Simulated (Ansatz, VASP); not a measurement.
# TaN: VASP beside Ansatz

```xyz
2
Lattice="2.9065 0.0000 0.0000 -1.4533 2.5171 0.0000 0.0000 0.0000 2.8516" Properties=species:S:1:pos:R:3 pbc="T T T"
Ta    0.0000    1.6781    1.4258
N     0.0000    0.0000    0.0000
```

Alike in both runs: functional LDA; k mesh 18 × 18 × 14; occupations gaussian, width 0.1 eV; no spin polarisation.

Ansatz relaxed the structure, and its values are those at the end. VASP's run is a single point on that final structure, the one shown.

|  | VASP | Ansatz |
| --- | --- | --- |
| version | VASP 6.6.1 | Ansatz 0.2.0 |
| potentials or method | VASP PAW LDA potentials, release 64 (Ta_pv, N) | scalar-relativistic, plane waves, PAW |
| plane-wave cutoff (eV) | 520 | 420 |
| valence electrons in the cell | 16 | 18 |

```csv
,VASP,Ansatz,Ansatz less VASP
gap on the k mesh at the Fermi level (eV),none,none,-
pressure (GPa),2.0,0.0,-2.01
```

A gap of «none» marks a metal or a gap that the smearing closes. The two sets of potentials don't hold the same shells in valence.

The runs have no spin-orbit coupling, so splittings on Ta are missing.
